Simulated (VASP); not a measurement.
Set up this calculation in VASP 6.6.1, as the native input.

| Quantity | Value |
| --- | --- |
| Task | chemical shielding |
| Functional | PBE |
| Potentials or basis | VASP PAW PBE potentials, release 64 (Pt, S) |
| Cutoff | 520 eV |
| k mesh | 7 × 7 × 4 |
| Occupations | gaussian, width 0.02 eV |
| Spin | no spin polarisation |
| Further INCAR settings | ALGO = Normal; EDIFF = 1e-08 |

The structure of PtS2 lies in POSCAR:

```
PtS2
1.0
    3.5432000000      0.0000000000      0.0000000000
   -1.7716000000      3.0685012107      0.0000000000
    0.0000000000      0.0000000000      5.0388000000
Pt S
1 2
Direct
    0.0000000000      0.0000000000      0.0000000000
    0.6666666667      0.3333333333      0.7730000000
    0.3333333333      0.6666666667      0.2270000000
```

One way to write it, as run:

INCAR

```
SYSTEM = PtS2
PREC = Accurate
ENCUT = 520
EDIFF = 1E-8
ISMEAR = 0
SIGMA = 0.02
LREAL = .False.
LASPH = .True.
NELM = 80
ALGO = Normal
ISIF = 2
LWAVE = .False.
LCHARG = .False.
GGA = PE
LCHIMAG = .True.
DQ = 0.001
ICHIBARE = 1
LNMR_SYM_RED = .True.
```

KPOINTS

```
regular mesh
0
Gamma
  7 7 4
  0 0 0
```

Potentials or basis: VASP PAW PBE potentials, release 64 (Pt, S).

The run is started by

```bash
$ cat potpaw_PBE.64/Pt/POTCAR potpaw_PBE.64/S/POTCAR > POTCAR
$ mpirun -np 1 vasp_std > vasp.out
```

It took 14 min on 1 thread of Intel(R) Xeon(R) Platinum 8488C (Sapphire Rapids), on a shared host, peak memory 0.41 GiB.
